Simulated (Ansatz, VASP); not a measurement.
## Y in VASP and in Ansatz

```
Y
1.0
     0.00000    2.53193    2.53193
     2.53193    0.00000    2.53193
     2.53193    2.53193    0.00000
Y
1
Cartesian
  0.0000 0.0000 0.0000
```

Alike in both runs: functional PBE; k mesh 14 × 14 × 14; occupations gaussian, width 0.1 eV; no spin polarisation.

Ansatz relaxed the structure, and its values are those at the end. VASP's run is a single point on that final structure, the one shown.

|  | VASP | Ansatz |
| --- | --- | --- |
| version | VASP 6.6.1 | Ansatz 0.2.0 |
| potentials or method | VASP PAW PBE potentials, release 64 (Y_sv) | scalar-relativistic, plane waves, PAW |
| plane-wave cutoff (eV) | 520 | 420 |
| valence electrons in the cell | 11 | 11 |

```csv
,VASP,Ansatz,Ansatz less VASP
gap on the k mesh at the Fermi level (eV),none,none,-
pressure (GPa),-0.2,0.0,+0.14
```

A gap of «none» marks a metal or a gap that the smearing closes. With one functional, cell and mesh, what is left measures potentials, basis and numerics.
